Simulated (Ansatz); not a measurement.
**Si, diamond: band edges under a change of volume**

How fast do the gaps move when the cell is scaled evenly? The geometries come from the semilocal relaxation.

Calculated with Ansatz 0.2.0, HSE06, PAW files of the set soft_1, cutoff 600 eV, Fermi–Dirac smearing 0.02 eV, k-mesh 6×6×6, no spin polarisation, no spin-orbit coupling.

Reference cell, relaxed at zero pressure with PBEsol (Fd-3m): a = 3.8420 Å, b = 3.8420 Å, c = 3.8420 Å, α = 60.00°, β = 60.00°, γ = 60.00°.

```csv
atom,x,y,z
Si,0.5000,0.5000,0.5000
Si,0.7500,0.7500,0.7500
```

Levels are read on the k-mesh and along lines from Γ to X = (0.5, 0, 0.5), L = (0.5, 0.5, 0.5), K = (0.375, 0.375, 0.75) and W = (0.5, 0.25, 0.75) in the reciprocal basis of this cell (the letters only name these points), and count from the highest filled level.

| ln(V/V0) | gap (eV) | direct gap at Γ (eV) | lowest empty along Γ–X (Γ left out) (eV) | lowest empty at K (eV) | lowest empty at L (eV) |
| --- | --- | --- | --- | --- | --- |
| −0.0619 | 1.017 | 3.344 | 1.017 | 1.721 | 2.472 |
| −0.0408 | 1.059 | 3.335 | 1.059 | 1.756 | 2.389 |
| 0.0000 | 1.136 | 3.315 | 1.136 | 1.816 | 2.230 |
| 0.0198 | 1.171 | 3.304 | 1.171 | 1.843 | 2.152 |
| 0.0392 | 1.204 | 3.293 | 1.204 | 1.867 | 2.076 |
| 0.0583 | 1.235 | 3.281 | 1.235 | 1.889 | 2.001 |

**Question.** Fit the direct gap at Γ and give it at ln(V/V0) = −0.0202, a row left out above.

A straight line through the 6 rows: the means are 0.002433 for ln(V/V0) and 3.312 for the level, Σ(Δx)² = 0.01079 and ΣΔxΔy = −0.00563, so the slope is −0.00563/0.01079 = −0.5218 and the intercept 3.312 − (−0.5218)(0.002433) = 3.3133.

The slope is the volume deformation potential of this gap, −0.52 eV, as a mean over the range. The line gives 3.324 eV. The run itself gives 3.325 eV, so the estimate misses by 0.001 eV, a rounding's worth.

The rows curve: the slope runs from −0.43 between the first two to −0.63 eV between the last two, so the line is a mean over the range.

The gap lies below the direct one at Γ in every row.

[Logs are printed without paths, hosts, clocks, repeated set-up lines and the standing remarks that a program may print on its own settings, such as how far it seeks lower states.]
